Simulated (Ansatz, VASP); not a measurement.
**NaCl: VASP beside Ansatz**

Aim: how closely do two programs agree when they are given the same cell, functional and k mesh? The cell is taken from a series of VASP runs on this material, whose earlier steps may have relaxed, scaled or displaced it; both programs get it as it stands.

Method: plane waves, with VASP 6.6.1 beside it; band structure at r2SCAN-EpsX with an exact-exchange share of 0.384, in Ansatz 0.2.0.

**1. The structure**

It takes space group Fm-3m (No. 225, cubic). The conventional cell has a = 5.604 Å, b = 5.604 Å, c = 5.604 Å, α = 90.00°, β = 90.00°, γ = 90.00°. Nearest to Cl lie 6 Na at 2.80 Å. Nearest to Na lie 6 Cl at 2.80 Å. Farther neighbours and most contacts between anions are not listed.

**2. Ansatz: band structure, r2SCAN-EpsX with an exact-exchange share of 0.384**

Ansatz runs on its default PAW (the set named soft_2) files.

The same path points are solved in both programs, so levels can be compared one by one.

Contents of input.yaml:

```yaml
crystal:
  lattice:
    - [0.0, 2.80175, 2.80175]
    - [2.80175, 0.0, 2.80175]
    - [2.80175, 2.80175, 0.0]
  atoms:
    - { symbol: Cl, position: [0.5, 0.5, 0.5] }
    - { symbol: Na, position: [0.0, 0.0, 0.0] }
hamiltonian:
  xc: { exchange: r2scan, correlation: r2scan, exx: { coeff: 0.384 } }
  pseudopotentials: { kind: paw }
kpoints:
  mp_grid: { grid: [5, 5, 5] }
  band_path:
    path:
      - [0.0, 0.0, 0.0]
      - [0.5, 0.0, 0.5]
      - [0.5, 0.22222, 0.72222]
      - [0.40278, 0.34722, 0.75]
      - [0.125, 0.125, 0.25]
      - [0.27778, 0.27778, 0.27778]
      - [0.55556, 0.38889, 0.55556]
      - [0.58333, 0.25, 0.66667]
      - [0.5, 0.30556, 0.69444]
      - [0.48611, 0.48611, 0.52778]
      - [0.625, 0.25, 0.625]
      - [0.5, 0.0, 0.5]
    npoints: 1
scf:
  occupations: { method: gaussian, width: 0.03 }
  n_extra_bands: 7
output:
  forces: true
  stress: true
  eigenvalues: true
```

Started as:

```
ansatz run input.yaml --threads 4 --pin off --max-ram 9216MiB --backend cpu --events-out ev --progress --plain --runs-dir out
```

Numbers of over 12 decimals in the logs are rounded to 6 here.

The log of the run:

```text
Warning: output.stress: scf.convergence.dr2_threshold = 1e-7 eV (the SCF's general default) is looser than the 2e-10 eV advised for a printed stress (1e-10 eV for each atom of the cell: 2). What an SCF threshold leaves in a stress goes as its square root, and in the free energy as the threshold itself, and one threshold admits the most on a small cell: [figures from the program's tests cut] Set scf.convergence.dr2_threshold to 2e-10 eV or tighter. The threshold is an SCF's pass mark: one that does not reach it within its budget of iterations ends unconverged, or closes short of it on a stop that the run arms, and scf.convergence.dr2_threshold's page says what that costs each kind of run
Warning: output.stress: scf.exx.energy_threshold = 1e-6 eV is looser than the 2e-8 eV advised for a stress under a hybrid functional (1e-8 eV for each atom of the cell: 2). Every SCF of the exchange loop can meet its threshold on dr2 while the loop round them stops early: no threshold on dr2 bounds what that leaves in the stress. Set scf.exx.energy_threshold to 2e-8 eV or tighter. The threshold is the loop's pass mark: a loop that does not reach it within its budget of cycles ends unconverged, and scf.exx.energy_threshold's page has the law
scf.n_extra_bands = 7 over 8 filled bands (N_el = 16.0): the run solves 15 bands
Engine: ansatz 0.2.0, aarch64-unknown-linux-gnu
Pseudopotentials: kind: paw
Pseudopotential: Cl, paw, valence charge 7, recommended cutoff 500 eV (meta_gga), Cl.paw.azcp
Pseudopotential: Na, paw, valence charge 9, recommended cutoff 500 eV (meta_gga), Na.paw.azcp
Functional definition: unnamed
  parameter a_1 = 0.384
  exchange = (1 - a_1)*r2scan_x + a_1*exact_x
  correlation = r2scan_c
Crystal: 2 atoms, lattice volume = 43.986 Å³
Basis set: ecut = 500 eV, 1139 PW (Γ), exchange–correlation on 120×120×120 points (64 copies of the dense FFT grid, shifted against one another)
Bands: 15, of which v1, the nominal top of the filled ones, is band 8 counted from 1 (7 counted from 0)
Symmetry: 48 space group operations
Space group: Fm-3m (ITA 225), of the structure as read, at distance tolerance 3.5e-5 Å
k-points: 10 of 125
Non-local potential: Cl, projectors of the file, l = 0: 2, l = 1: 2, l = 2: 2
Non-local potential: Na, projectors of the file, l = 0: 3, l = 1: 2, l = 2: 1
PAW form: soft (Blöchl's): semilocal exchange-correlation on the pseudo side does not see the compensation charge
PAW frozen core: Cl, regenerated for the run's functional, and the local potential with it (the file was generated under x = pbe(κ = 0.804, μ = 0.219515), c = pbe(β = 0.066725))
PAW frozen core: Na, regenerated for the run's functional, and the local potential with it (the file was generated under x = pbe(κ = 0.804, μ = 0.219515), c = pbe(β = 0.066725))
PAW one-centre angular grid: Cl, 302 points (default); XC on 160 Gauss nodes
PAW one-centre angular grid: Na, 302 points (default); XC on 339 of its mesh's 2595 points in the sphere
Initial density: superposition of atomic densities (neutral atoms: chi_scale 0, normalization atom), corrected by the library's trained network
Initial wavefunctions: pseudopotential atomic-orbital guess
Functional: x = r2scan, c = r2scan; τ floored in thin density (d = 2e-4 eV/Å³), warm-up for x = 0.616 r2scan + 0.384 exact, c = r2scan; τ floored in thin density (d = 2e-4 eV/Å³)
SCF iter   1: F=—  HF=-2576.316712 eV  |F-HF|=—  |Δ(HF+E_count)|=         —  Δρ=7.16e-3  dr2=1.15e-2  dr2_τ=1.44e-3  ethr=1.77e-3  ⟨swp⟩=10.5  Hψ=765  notcnv=0
preconditioner: auto → none  [insulator: Δε(μ)=5.953 eV  Ē_g=16.968 eV  σ=0.030 eV  W_gap=1.00  n_scr=14 (ndim 8)  ℏωp=15.8 eV  f_vac=0.022  D(μ)=0.00/eV (n_scr^D=0)]
iter 2 solved again at ethr=4.64e-6 eV; its pass at ethr=7.18e-5 eV (dr2=7.42e-4 eV) is discarded
SCF iter   2: F=-2576.326068 eV  HF=-2576.325966 eV  |F-HF|=1.03e-4  |Δ(HF+E_count)|=   9.25e-3  Δρ=1.92e-3  dr2=7.44e-4  dr2_τ=2.46e-4  ethr=4.64e-6  ⟨swp⟩=2.2  Hψ=662  notcnv=0  defer=1
SCF 1 stopped early in 2 iterations: F = -2576.326068 eV  dr2 = 7.44e-4
  greatest PAW one-centre occupation: 1.000 electrons in one spin orbital (limit 2), on the Na atom at site 1 (counted from 0), in its partial waves of l = 0
Initial density: handed on by an earlier stage of this run
Initial wavefunctions: those handed on with the density
Functional: x = 0.616 r2scan + 0.384 exact, c = r2scan; τ floored in thin density (d = 2e-4 eV/Å³)
Frozen-core exchange: fock
SCF iter   1: F=—  HF=-2575.715481 eV  |F-HF|=—  |Δ(HF+E_count)|=         —  Δρ=5.18e-3  dr2=6.10e-3  dr2_τ=3.76e-4  ethr=4.65e-5  ⟨swp⟩=5.4  Hψ=578  notcnv=0
preconditioner: auto → none  [insulator: Δε(μ)=8.668 eV  Ē_g=20.556 eV  σ=0.030 eV  W_gap=1.00  n_scr=14 (ndim 8)  ℏωp=15.8 eV  f_vac=0.023  D(μ)=0.00/eV (n_scr^D=0)]
SCF iter   2: F=—  HF=-2575.712890 eV  |F-HF|=—  |Δ(HF+E_count)|=   2.59e-3  Δρ=1.86e-3  dr2=1.05e-3  dr2_τ=9.13e-5  ethr=3.47e-5  ⟨swp⟩=3.0  Hψ=315  notcnv=0
SCF iter   3: F=—  HF=-2575.714793 eV  |F-HF|=—  |Δ(HF+E_count)|=   1.90e-3  Δρ=7.08e-4  dr2=1.65e-4  dr2_τ=3.15e-6  ethr=4.43e-6  ⟨swp⟩=3.3  Hψ=346  notcnv=0  defer=3
SCF iter   4: F=—  HF=-2575.714749 eV  |F-HF|=—  |Δ(HF+E_count)|=   4.42e-5  Δρ=8.47e-5  dr2=6.25e-6  dr2_τ=2.79e-7  ethr=7.81e-7  ⟨swp⟩=3.0  Hψ=273  notcnv=0
SCF iter   5: F=-2575.714773 eV  HF=-2575.714773 eV  |F-HF|=3.21e-7  |Δ(HF+E_count)|=   2.45e-5  Δρ=3.29e-5  dr2=9.83e-7  dr2_τ=3.56e-8  ethr=1.15e-8  ⟨swp⟩=3.3  Hψ=373  notcnv=0  defer=3
SCF 2 stopped early in 5 iterations: F = -2575.714773 eV  dr2 = 9.83e-7
hybrid outer 1: dexx = +2.174e-3 eV, tail = 2.75e-5 eV
Frozen-core exchange: fock
SCF iter   1: F=—  HF=-2575.714836 eV  |F-HF|=—  |Δ(HF+E_count)|=         —  Δρ=7.53e-5  dr2=1.18e-6  dr2_τ=1.23e-7  ethr=8.58e-7  ⟨swp⟩=4.9  Hψ=361  notcnv=0
preconditioner: auto → none  [insulator: Δε(μ)=8.694 eV  Ē_g=20.543 eV  σ=0.030 eV  W_gap=1.00  n_scr=14 (ndim 8)  ℏωp=15.8 eV  f_vac=0.036  D(μ)=0.00/eV (n_scr^D=0)]
SCF iter   2: F=—  HF=-2575.714835 eV  |F-HF|=—  |Δ(HF+E_count)|=   7.09e-7  Δρ=2.39e-5  dr2=1.15e-7  dr2_τ=1.73e-8  ethr=6.34e-9  ⟨swp⟩=3.0  Hψ=281  notcnv=0
SCF iter   3: F=—  HF=-2575.714835 eV  |F-HF|=—  |Δ(HF+E_count)|=   3.15e-7  Δρ=1.30e-5  dr2=5.10e-8  dr2_τ=3.58e-9  ethr=2.87e-10  ⟨swp⟩=4.3  Hψ=371  notcnv=0  defer=3
SCF iter   4: F=-2575.714835 eV  HF=-2575.714835 eV  |F-HF|=1.61e-9  |Δ(HF+E_count)|=   2.83e-8  Δρ=2.38e-6  dr2=2.73e-9  dr2_τ=6.85e-10  ethr=2.47e-10  ⟨swp⟩=3.1  Hψ=314  notcnv=0  defer=1
SCF 3 converged in 4 iterations: F = -2575.714835 eV  dr2 = 2.73e-9
  Residual-converged pass: ⟨swp⟩=2.3  Hψ=229  notcnv=0  max |occ|·‖R‖ = 2.1e-6 eV (tolerance 2.4e-6 eV)  dr2=2.74e-9  dr2_τ=6.82e-10  dr2_onsite=2.98e-10  max |Δocc| = 0.0e0
hybrid outer 2: dexx = +4.155e-7 eV, tail = 1.82e-8 eV, Δε = 3.00e-3 eV (about 1.22e-4 eV left of the loop's levels)
NSCF: frozen V_eff on 12 k-points
hybrid SCF converged: 2 outer / 9 inner (+2 warm-up), last move |dexx| = 4.15e-7 eV, tail = 1.82e-8 eV
Stability not checked: this state was not tested for a lower state beside it, because the functional holds exact exchange (a hybrid, or Hartree-Fock), whose exchange loop this test does not read (fock_operator; see scf.lower_state_search)
Free energy (F): -2575.714835 eV
Frozen-core exchange: fock
Harris-Foulkes:  -2575.714835 eV  (|F-HF|=1.61e-9)
Internal energy: -2575.714835 eV  (E = F + TS)
E sigma→0 (E₀):  -2575.714835 eV
Fermi energy:    3.273488 eV
--- Per-component energies (eV) ---
  E_band       = -308.921476
  E_kinetic    = 283.358234
  E_local      = -1523.502992  (includes V_loc(G=0)·N_el)
  E_nonlocal   = 143.985689
  E_hartree    = 538.571694
  E_xc         = -92.267115
  E_vxc        = -120.217283  (∫ρ·V_xc dr)
  E_exx        = -100.223694  (= α·E_x^exact, valence–valence)
  E_paw        = -883.095537  (= ΣΔE_a)
  E_vpaw       = 25.248243  (= ΣTr[D̂ρ^β])
  E_aug_tail   = 0.000041  (compensation charges beyond the density's cutoff)
  E_vtau       = 5.511399  (kinetic-family band-sum trace: ∫τ·v_τ [+ j·A + Jᵃ·Aᵃ] dr)
  E_ewald      = -942.251554
  E_core_change = -0.289601  (= ΣΔE_core)
  E_smearing   = -0.000000  (= −TS)
  E_closure    = 0.000000  (closes the sum)
  Σ components = -2575.714835   (vs F -2575.714835, Δ=0.00e0)
--- Forces (eV/Å), atoms counted from 1 ---
  atom   1  Cl     0.00000000    -0.00000000    -0.00000000
  atom   2  Na    -0.00000000     0.00000000     0.00000000
  max |Σ_I F_I| component: 7.30e-30 eV/Å
--- Stress (GPa, compression-positive) ---
       -0.285675       0.000000      -0.000000
        0.000000      -0.285675       0.000000
        0.000000       0.000000      -0.285675
  P = ⅓ Tr σ = -0.2857 GPa (-2.857 kbar)
--- Band table (eV; the first three rows and the last of 10) ---
  k-point 0: bands = [... 4 lower, -15.8937, -1.0734, -1.0734, -1.0734, 7.6203, 13.7405, 13.7405, 13.7405, ... 3 higher]
  k-point 1: bands = [... 4 lower, -15.7594, -1.9695, -1.1888, -1.1888, 8.7646, 12.7227, 14.1317, 14.1317, ... 3 higher]
  k-point 2: bands = [... 4 lower, -15.5298, -3.1304, -1.3658, -1.3658, 9.6475, 13.3522, 13.8228, 13.8228, ... 3 higher]
  k-point 9: bands = [... 4 lower, -15.4316, -2.7428, -2.2052, -1.7583, 11.6587, 11.7614, 12.3090, 15.0910, ... 3 higher]
```

Elapsed: 25 s, on 4 threads of Arm Neoverse V1, shared host; peak memory 0.88 GiB.

Reading the cycles: dr2 is the Hartree energy of the density residual (eV), the measure of convergence; HF is the Harris–Foulkes estimate of the energy, which meets the free energy F at convergence.

[end of part 1 of 2]

[Lines on the potential files, build, host, timing and source positions are cut from VASP's logs without a mark.]

[Logs are printed without paths, hosts, clocks, repeated set-up lines and the standing remarks that a program may print on its own settings, such as how far it seeks lower states.]

[Hosts, paths, dates, database ids (printed as entryN), source tags and the programs' standing remarks are cut or masked in the printed files.]
